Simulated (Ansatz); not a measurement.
Computed with Ansatz 0.2.0, DFT PBE, scalar-relativistic, plane waves, PAW. All cells share a 420 eV cutoff and Γ-centred k meshes spaced at most about 0.3 Å⁻¹ (about 0.25 or finer for metals, 2π included). No spin polarisation.

All energies are static (0 K, no zero-point motion).

Question: Order these relaxed structures of Ta5Si by energy, lowest first, with the energy over the lowest of them.
A.

```xyz
6
Lattice="3.3717 0.0000 0.0000 0.0000 3.3717 0.0000 0.0000 0.0000 9.1722" Properties=species:S:1:pos:R:3 pbc="T T T"
Ta    1.6858    1.6858    1.3842
Ta    0.0000    0.0000    2.9404
Ta    1.6858    1.6858    7.7879
Ta    0.0000    0.0000    6.2317
Ta    1.6858    1.6858    4.5861
Si    0.0000    0.0000    0.0000
```

B.

```xyz
6
Lattice="4.6392 0.0000 0.0000 -2.3196 4.0176 0.0000 0.0000 0.0000 5.6001" Properties=species:S:1:pos:R:3 pbc="T T T"
Ta    0.0000    0.0000    2.8001
Ta    2.3196    1.3392    3.7818
Ta    2.3196    1.3392    0.9742
Ta    0.0000    2.6784    1.8184
Ta    0.0000    2.6784    4.6260
Si    0.0000    0.0000    0.0000
```

C.

```xyz
6
Lattice="-3.1872 3.1872 2.6347 3.1872 -3.1872 2.6347 3.1872 3.1872 -2.6347" Properties=species:S:1:pos:R:3 pbc="T T T"
Ta    0.0000    0.0000    2.6347
Ta    1.0244    4.2115    1.3173
Ta    2.1628    1.0244    1.3173
Ta   -1.0244    2.1628    1.3173
Ta    4.2115   -1.0244    1.3173
Si    0.0000    0.0000    0.0000
```

Answer: A (0 meV/atom), B (132 meV/atom), C (173 meV/atom). Forms: A P4/mmm; B P-3m1; C I422. Counting Ta atoms around Si (those within 1.25 times the shortest such distance or 1.15 times the sum of covalent radii; a plus sign parts nearer from farther groups): A has Si 10; B has Si 8+6; C has Si 10. All come from invented guesses.

These runs have no spin–orbit coupling, which can matter for Ta. Cells relaxed within their symmetry can be saddle points. Some structure types and database cells were kept out of the candidates from the start, so a known form may be missing.
